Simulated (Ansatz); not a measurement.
Take a crystal in which Si has been replaced by Sn on all its sites, with the cell rescaled by a rough guess (in some cases also distorted within its space group) and nothing relaxed:

```
CELL_PARAMETERS angstrom
-2.63003 2.63003 1.47425
2.63003 -2.63003 1.47425
2.63003 2.63003 -1.47425
ATOMIC_POSITIONS crystal
Sn 0.25000 0.75000 0.50000
Sn 0.50000 0.50000 0.00000
```

Computed with DFT PBEsol, scalar-relativistic, plane waves, PAW (Ansatz 0.2.0).

Plane waves to 420 eV, a k mesh through Γ of 16×16×16 on the computed 2-atom cell and Gaussian smearing (0.10 eV); no spin polarisation.

(1) Will this cell want to expand or contract, and how hard?

(2) Is it a metal on this mesh?

## Answers

(1) The pressure is 30.4 GPa (positive in compression), so the cell would expand.

(2) Yes, a band crosses the Fermi level.